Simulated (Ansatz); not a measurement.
Runs of Ansatz 0.2.0 on AlNi3. Symmetry: Pm-3m, No. 221, cubic system. The conventional cell has a = 3.523 Å, b = 3.523 Å, c = 3.523 Å, α = 90.00°, β = 90.00°, γ = 90.00°. Ni (site symmetry 4/mmm) has 8 Ni at 2.49 Å and 4 Al at 2.49 Å as nearest neighbours. Al (site symmetry m-3m) is surrounded by 12 Ni at 2.49 Å. The cell is a database's computed one.

| task | level | cell | k mesh | smearing | points for each segment of the path | mesh quality | gap on the mesh (eV) | pressure (GPa) | moment (μB) | relaxed volume (Å³/atom) |
| --- | --- | --- | --- | --- | --- | --- | --- | --- | --- | --- |
| single point | PBE | as given | 8 × 8 × 8 | gaussian 0.023 eV | - | not flagged | none | 7.4 | 0.82 | - |
| relaxation of cell and atoms | RPBE | relaxed | 8 × 8 × 8 | fermi-dirac 0.05 eV | - | not flagged | none | 0.0 | 0.76 | 11.65 |
| band structure | LDA | as given | 8 × 8 × 8 | fermi-dirac 0.05 eV | 14 | not flagged | none | -7.4 | 0.49 | - |
| single point | PBE | as given | 8 × 8 × 8 | gaussian 0.012 eV | - | not flagged | none | 7.4 | 0.82 | - |
| single point | PBE | as given | 8 × 8 × 8 | gaussian 0.015 eV | - | not flagged | none | 7.4 | 0.82 | - |
| single point | PBE | as given | 8 × 8 × 8 | gaussian 0.019 eV | - | not flagged | none | 7.4 | 0.82 | - |
| relaxation of cell and atoms | RPBE+D3(BJ) | relaxed | 8 × 8 × 8 | fermi-dirac 0.05 eV | - | not flagged | - | 0.0 | 0.61 | 9.86 |
| single point | PBE | as given | 8 × 8 × 8 | gaussian 0.021 eV | - | not flagged | none | 7.4 | 0.82 | - |
| relaxation of cell and atoms | BLYP+D3(BJ) | relaxed | 8 × 8 × 8 | fermi-dirac 0.05 eV | - | not flagged | - | 0.0 | 0.63 | (a) |
| single point | PBE | as given | 8 × 8 × 8 | gaussian 0.018 eV | - | not flagged | none | 7.4 | 0.82 | - |
| band structure | HSE03 | as given | 4 × 4 × 4 | fermi-dirac 0.05 eV | 4 | coarse | none | - | (b) | - |

Alike in all rows: potentials or basis Ansatz PAW; spin collinear, ferromagnetic start; cutoff (eV) 420.

Problem. Fill in the values left out.

Solution. (a) 10.83; (b) 1.25.

Caveats: some runs use coarse meshes; the PAW data sets come from PBE, with cores solved anew for the run's functional, which leaves a small shift of forces and pressure (some runs); the potentials were made for another functional, which shifts forces and pressure (some runs); the plane-wave basis is chosen anew once the cell has moved, so the energies of steps on either side of that aren't comparable (some runs); the magnetic or orbital state may not be the lowest (some runs).

A k mesh can miss the band edges.

A gap of «none» marks a metal or a gap under the smearing width.

Not every run made on this cell is shown here.
